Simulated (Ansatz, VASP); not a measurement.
**One calculation of KMgF3, two programs**

The input INCAR:

```
SYSTEM = KMgF3
PREC = Accurate
ENCUT = 520
EDIFF = 1E-6
ISMEAR = 0
SIGMA = 0.02
LREAL = .FALSE.
LASPH = .TRUE.
NELM = 100
ALGO = Normal
ISIF = 2
LWAVE = .FALSE.
LCHARG = .FALSE.
GGA = PE
NBANDS = 24
```

The input KPOINTS:

```
regular mesh
0
G
  6 6 6
  0 0 0
```

File POSCAR:

```
KMgF3
1.0
    3.8443443978      0.0000000000      0.0000000000
    0.0000000000      3.8443443978      0.0000000000
    0.0000000000      0.0000000000      3.8443443978
K Mg F
1 1 3
Direct
    0.5000000000      0.5000000000      0.5000000000
    0.0000000000      0.0000000000      0.0000000000
    0.0000000000      0.5000000000      0.0000000000
    0.0000000000      0.0000000000      0.5000000000
    0.5000000000      0.0000000000      0.0000000000
```

Input for Ansatz:

```yaml
crystal:
  lattice:
    - [3.8443443978, 0.0, 0.0]
    - [0.0, 3.8443443978, 0.0]
    - [0.0, 0.0, 3.8443443978]
  atoms:
    - { symbol: K, position: [0.5, 0.5, 0.5] }
    - { symbol: Mg, position: [0.0, 0.0, 0.0] }
    - { symbol: F, position: [0.0, 0.5, 0.0] }
    - { symbol: F, position: [0.0, 0.0, 0.5] }
    - { symbol: F, position: [0.5, 0.0, 0.0] }
basis:
  ecutwfc: 420
kpoints:
  mp_grid: { grid: [6, 6, 6] }
  band_path: { path: [VBM, CBM], npoints: 2 }
hamiltonian:
  xc: pbe
scf:
  occupations: { method: gaussian, width: 0.02 }
output:
  forces: true
  stress: true
  eigenvalues: true
checkpoint:
  read: start.run
  write: ck
  compress: false
  write_wavefunctions: false
  write_every: 100000
```

Alike in both runs: task single point; functional PBE; k mesh 6 × 6 × 6; occupations gaussian, width 0.02 eV; no spin polarisation.

|  | VASP | Ansatz |
| --- | --- | --- |
| version | VASP 6.6.1 | Ansatz 0.2.0 |
| potentials or method | VASP PAW PBE potentials, release 64 (K_sv, Mg, F) | scalar-relativistic, plane waves, PAW |
| plane-wave cutoff (eV) | 520 | 420 |
| valence electrons in the cell | 32 | 40 |

VASP gave:

```
gap on the k mesh at the Fermi level (eV) : 8.18
least direct gap on the mesh (eV)         : 8.50
pressure (GPa)                            : 14.7
```

Problem. What did Ansatz give for the same quantities?

Solution. gap on the k mesh at the Fermi level (eV): 8.21; least direct gap on the mesh (eV): 8.53; pressure (GPa): 15.0.

The two sets of potentials don't hold the same shells in valence.

A k mesh can miss the band edges.
